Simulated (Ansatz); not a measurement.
**Two Ansatz runs on Yb**

The cell is COD entry 9010997, as deposited and not checked against the literature; nothing was relaxed. The listed cell was then made from it by scaling, straining or moving an atom.

First run: DFT, PBE, all-electron LAPW, scalar-relativistic (Ansatz 0.2.0).

Command: `ansatz run input.yaml --threads 1 --pin off --max-ram 3072MiB --backend cpu --events-out ev --progress --plain --runs-dir out` The run took 27 s on 1 thread of Intel(R) Xeon(R) Platinum 8259CL CPU @ 2.50GHz (Skylake/Cascade Lake), on a shared host, peak memory 0.33 GiB.

```yaml
crystal:
  lattice:
    - [0.0, 2.7060265364, 2.7060265364]
    - [2.7060265364, 0.0, 2.7060265364]
    - [2.7060265364, 2.7060265364, 0.0]
  atoms:
    - { symbol: Yb, position: [0.0, 0.0, 0.0] }
kpoints:
  mp_grid: { grid: [12, 12, 12] }
scf:
  occupations: { method: fermi_dirac, width: 0.05 }
hamiltonian:
  xc: pbe
  pseudopotentials: { kind: all_electron, lapw: { basis_error: 0.00025 } }
output:
  forces: true
  stress: true
  eigenvalues: true
```

Result: converged; pressure -1.67 GPa; no gap on the k mesh; 15 SCF iterations.

Semilocal functionals without a Hubbard term describe localised f shells poorly; where the shell is localised, the real material differs.

No spin–orbit coupling, which matters for the heavy atoms here.

The input is then changed:

```diff
@@ -9,5 +9,5 @@
   mp_grid: { grid: [12, 12, 12] }
 scf:
-  occupations: { method: fermi_dirac, width: 0.05 }
+  occupations: { method: methfessel_paxton, width: 0.05 }
 hamiltonian:
   xc: pbe
@@ -17,3 +17,4 @@
   stress: true
   eigenvalues: true
+accuracy: high
```

Predict the outcome of the changed run.

It converged; energy at zero smearing -1.9 meV/atom from the first run; pressure -1.73 GPa; no gap on the k mesh; 14 SCF iterations.

The results part of its log:

```
SCF 1 converged in 14 iterations: F = -382543.135199 eV  dr2 = 1.27e-10
SCF converged after 14 iterations
Stability not checked: this state was not tested for a lower state beside it, because cold or Methfessel-Paxton smearing, or corrected tetrahedra, fill the levels in a way that the test cannot read (fill_not_monotonic; see scf.lower_state_search)
Free energy (F): -382543.135199 eV
Harris-Foulkes:  -382543.135199 eV  (|F-HF|=5.30e-9)
Internal energy: -382543.135490 eV  (E = F + TS)
E sigma→0 (E₀):  -382543.135272 eV
Entropy (-TS):   0.000291 eV (0.291 meV/atom)
Fermi energy:    10.597447 eV
--- Per-component energies (eV) ---
  E_band       = -1646.964069
  E_kinetic    = 423006.853352
  E_xc         = -8002.642954
  E_electrostatic = -797547.345888  (all electrons and nuclei)
  E_smearing   = 0.000291  (= −TS)
  E_closure    = 0.000000  (closes the sum)
  E_atoms      = -382541.444210  (free atoms, spherical and without spin; not in F)
  Σ components = -382543.135199   (vs F -382543.135199, Δ=0.00e0)
  Basis errors (estimates in eV, not in F): energy 2.2e-5 per atom: plane waves 5.2e-6 (4.1e-6 summed), levels above the bands 0.0e0, relativity 8.4e-9, radial functions 1.6e-5, core shells 1.0e-9; eigenvalues (radial functions only) 1.0e-7; not estimated: angular momenta, meshes, grids; target (lapw.basis_error) 2.5e-4; muffin-tin radii Yb 1.913 Å
--- Forces (eV/Å), atoms counted from 1 ---
  atom   1  Yb    -0.00000000     0.00000000    -0.00000000
  max |Σ_I F_I| component: 2.96e-31 eV/Å
--- Stress (GPa, compression-positive) ---
       -1.730965       0.000000       0.000000
        0.000000      -1.730965       0.000000
        0.000000       0.000000      -1.730965
  P = ⅓ Tr σ = -1.7310 GPa (-17.310 kbar)
--- Band table (eV; the first three rows and the last of 72) ---
  k-point 0: bands = ["-164.5532", "-164.5532", "-164.5532", "-164.5358", "-164.5358", "-41.0545", "-13.3351", "-13.3351", "-13.3351", "5.6447", "10.1667", "10.2477", "10.2477", "10.2477", "10.3247", "10.3247", "10.3247", "13.3934", "13.3934", "13.3934", "15.3255"]
  k-point 1: bands = ["-164.5532", "-164.5532", "-164.5532", "-164.5358", "-164.5358", "-41.0538", "-13.3521", "-13.3374", "-13.3374", "5.7910", "10.1684", "10.2453", "10.2509", "10.2509", "10.3173", "10.3173", "10.3249", "13.1881", "13.4672", "13.4672", "15.2360"]
  k-point 2: bands = ["-164.5532", "-164.5532", "-164.5532", "-164.5358", "-164.5358", "-41.0519", "-13.3979", "-13.3437", "-13.3437", "6.2155", "10.1737", "10.2389", "10.2597", "10.2597", "10.2995", "10.2995", "10.3255", "12.6954", "13.6104", "13.6104", "15.1122"]
  k-point 71: bands = ["-164.5532", "-164.5532", "-164.5532", "-164.5358", "-164.5358", "-41.0407", "-13.4963", "-13.4963", "-13.4275", "10.2014", "10.2024", "10.2447", "10.2447", "10.2642", "10.2642", "10.2915", "10.6604", "11.3432", "11.3432", "13.1381", "17.0619"]
```
